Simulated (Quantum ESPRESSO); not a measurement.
## Ge: zone-centre phonons under several settings

```
CELL_PARAMETERS angstrom
0.00000 2.82891 2.82891
2.82891 0.00000 2.82891
2.82891 2.82891 0.00000
ATOMIC_POSITIONS crystal
Ge 0.75000 0.75000 0.75000
Ge 0.50000 0.50000 0.50000
```

All runs used Quantum ESPRESSO 7.5; k mesh 8 × 8 × 8; no spin polarisation; cutoff 1061 eV.

```tsv
level	potentials	geometry	occupations	volume (Å³/atom)	pressure (GPa)	lowest optical mode without the field (cm⁻¹)
LDA	PseudoDojo 0.4.1 SR LDA standard	relaxed cell	methfessel-paxton, width 0.272 eV	?	0.0	?
RPBE	PseudoDojo 0.4.1 SR PBE standard	given cell, atoms relaxed	smeared at first, fixed for the response	22.64	6.1	302
```

Task: What stands in the row left open?

Result: Volume 22.17 Å³/atom; lowest optical mode without the field 288 cm⁻¹.

Caveats: the potentials were made for another functional, which shifts forces and pressure (some runs); the cell is more than 3 GPa from zero pressure, which shifts response properties (some runs); this smearing can shift energies of a crystal with a gap (some runs).

